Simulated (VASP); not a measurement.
**VASP 6.6.1 run: LiF**

INCAR

```
NELM = 52
NBANDS = 12
ISMEAR = -1
LCHARG = .FALSE.
ALGO = Fast
GGA = PE
NELECT = 11
LWAVE = .FALSE.
IBRION = -1
NSW = 0
EDIFF = 1E-7
SIGMA = 0.02
ISIF = 2
PREC = Accurate
LASPH = .TRUE.
LREAL = .FALSE.
ENCUT = 520
```

KPOINTS

```
KPOINTS created by Atomic Simulation Environment
0
Gamma
10 10 10
0 0 0
```

POSCAR

```
Li F
 1.0000000000000000
     0.0577522106000000    1.9905834401000000    1.9905834401000000
     1.9905834401000000    0.0577522106000000    1.9905834401000000
     1.9905834401000000    1.9905834401000000    0.0577522106000000
 Li  F
   1   1
Cartesian
  0.0000000000000000  0.0000000000000000  0.0000000000000000
  2.0194595454000002  2.0194595454000002  2.0194595454000002
```

The recommended PBE PAW datasets give the neutral cell 10 valence electrons.

Command

```
mpirun -np 1 vasp_std
```

Question: Predict the outcome of this run.

Answer: It converged. Results: pressure 165.4 GPa.

OSZICAR

```
N       E                     dE             d eps       ncg     rms          rms(c)
DAV:   1     0.457491604883E+02    0.45749E+02   -0.58167E+03  2928   0.903E+02
DAV:   2     0.163402249543E+01   -0.44115E+02   -0.42572E+02  3324   0.207E+02
DAV:   3     0.440482038313E+00   -0.11935E+01   -0.11788E+01  3640   0.292E+01
DAV:   4     0.424538164550E+00   -0.15944E-01   -0.15938E-01  3204   0.333E+00
DAV:   5     0.424244522388E+00   -0.29364E-03   -0.29364E-03  3604   0.288E-01    0.664E+00
RMM:   6     0.889428569261E+00    0.46518E+00   -0.18393E+00  2809   0.101E+01    0.129E+00
RMM:   7     0.889523976147E+00    0.95407E-04   -0.42368E-02  3634   0.198E+00    0.749E-01
RMM:   8     0.877624763436E+00   -0.11899E-01   -0.53750E-02  3852   0.190E+00    0.389E-01
RMM:   9     0.879782875704E+00    0.21581E-02   -0.75765E-03  4015   0.619E-01    0.126E-01
RMM:  10     0.879653273531E+00   -0.12960E-03   -0.14038E-03  4258   0.207E-01    0.162E-01
RMM:  11     0.879445481736E+00   -0.20779E-03   -0.19649E-03  3886   0.395E-01    0.651E-02
RMM:  12     0.879326431360E+00   -0.11905E-03   -0.45128E-04  3921   0.181E-01    0.492E-02
RMM:  13     0.879315289550E+00   -0.11142E-04   -0.11184E-04  4232   0.776E-02    0.453E-02
RMM:  14     0.879314077240E+00   -0.12123E-05   -0.36960E-05  4092   0.501E-02    0.369E-02
RMM:  15     0.879308077990E+00   -0.59992E-05   -0.43330E-05  3953   0.636E-02    0.134E-02
RMM:  16     0.879307470882E+00   -0.60711E-06   -0.12921E-05  3780   0.347E-02    0.486E-03
RMM:  17     0.879306624703E+00   -0.84618E-06   -0.38985E-06  3930   0.152E-02    0.474E-03
RMM:  18     0.879306356189E+00   -0.26851E-06   -0.18876E-06  3536   0.102E-02    0.329E-03
RMM:  19     0.879306769170E+00    0.41298E-06   -0.10211E-06  3534   0.898E-03    0.558E-04
RMM:  20     0.879306982430E+00    0.21326E-06   -0.30632E-07  3224   0.446E-03    0.405E-04
RMM:  21     0.879306997316E+00    0.14886E-07   -0.10591E-07  2438   0.218E-03
   1 F= 0.87930700E+00 E0= 0.87960104E+00  d E =-.588080E-03
```

The cell is charged and sits in a uniform background.

For comparison, a separate PBE run of the intended cell, on usual settings and not on those above, gives a gap of 9.73 eV on its mesh and a pressure of 8.8 GPa.
